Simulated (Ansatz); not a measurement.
**GaSb: band gap under strain**

How does strain move the band edges of GaSb (zincblende), and do the functionals agree on it? States: +2.0 % strain along z alone; +3.0 % strain along z alone; +4.0 % strain along z alone.

Code: Ansatz 0.2.0. PAW datasets, plane waves. (Simulation; spin polarisation is off.)

### 1 The structure to begin with

The unstrained cell was relaxed with r2SCAN; in each strained cell the atoms were relaxed again with r2SCAN. Names of k-points are those of the unstrained zone, where strain can split equivalent points. First state: +2.0 % strain along z alone.

Space group I-4m2 (No. 119), tetragonal; a = 4.336 Å, c = 6.254 Å in the conventional setting, 29.39 Å³ an atom. Around Ga lie 4 Sb at 2.67 Å; around Sb lie 4 Ga at 2.67 Å.

Coordinates:

```
CELL_PARAMETERS angstrom
0.00000 3.06588 3.12720
3.06588 0.00000 3.12720
3.06588 3.06588 0.00000
ATOMIC_POSITIONS crystal
Ga 0.00000 0.00000 0.00000
Sb 0.25000 0.25000 0.25000
```

From earlier runs on the unstrained cell: PBE 0.00 eV, r2SCAN 0.41 eV, HSE06 0.77 eV, r2SCAN+SOC 0.20 eV; a = 6.132 Å.

### 2 +2.0 % strain along z alone: PBE

input.yaml

```yaml
crystal:
  lattice:
    - [0.0, 3.0658787979, 3.1271963739]
    - [3.0658787979, 0.0, 3.1271963739]
    - [3.0658787979, 3.0658787979, 0.0]
  atoms:
    - { symbol: Ga, position: [0.0, 0.0, 0.0] }
    - { symbol: Sb, position: [0.25, 0.25, 0.25] }
kpoints:
  mp_grid: { grid: [8, 8, 8] }
  band_path:
    path:
      - [0.0, 0.0, 0.0]
      - [-0.5, -0.5, 0.0]
      - [-0.375, -0.375, 0.25]
      - [-0.375, 0.0, 0.375]
      - [0.0, 0.0, 0.5]
      - [-0.5, -0.25, 0.25]
      - [-0.008952, -0.008952, 0.0]
    npoints: 1
hamiltonian:
  xc: pbe
scf:
  occupations: { method: fermi_dirac, width: 0.02 }
  n_extra_bands: 4
output:
  forces: true
  stress: true
  eigenvalues: true
  write_density: true
  write_potential: true
  elf: true
  volumetric_format: npy
```

Launch:

```
$ ansatz run input.yaml --threads 2 --pin off --max-ram 20275MiB --backend cpu --events-out ev --progress --plain --runs-dir out
```

After this run come: +2.0 % strain along z alone: r2SCAN; +2.0 % strain along z alone: HSE06; +2.0 % strain along z alone: r2SCAN+SOC; +3.0 % strain along z alone: PBE; +3.0 % strain along z alone: r2SCAN; +3.0 % strain along z alone: HSE06; +3.0 % strain along z alone: r2SCAN+SOC; +4.0 % strain along z alone: PBE; +4.0 % strain along z alone: r2SCAN; +4.0 % strain along z alone: HSE06; +4.0 % strain along z alone: r2SCAN+SOC.

What does the calculation give?

As calculated:

Least gap in eV (negative: overlap), with the change from the unstrained cell in brackets:

| state | volume change (%) | PBE | r2SCAN | HSE06 |
| --- | --- | --- | --- | --- |
| +2.0 % strain along z alone | +2.0 | 0.00 (-0.00) | 0.22 (-0.19) | 0.57 (-0.20) |
| +3.0 % strain along z alone | +3.0 | -0.01 (-0.01) | 0.13 (-0.28) | 0.46 (-0.31) |
| +4.0 % strain along z alone | +4.0 | -0.02 (-0.02) | 0.03 (-0.38) | 0.36 (-0.41) |

The largest move of the HSE06 gap in the table is -0.413 eV, under +4.0 % strain along z alone. PBE and HSE06 differ by 0.77 eV on the unstrained gap, and by at most 0.40 eV on its change. Under +2.0 % strain along z alone and under +3.0 % strain along z alone and under +4.0 % strain along z alone PBE gives no gap, or under 0.02 eV, while HSE06 has one. Spin-orbit coupling is left out of the table, though the cell holds Sb (Z = 51); in an element this heavy it can shift bands and gaps by tenths of an eV.
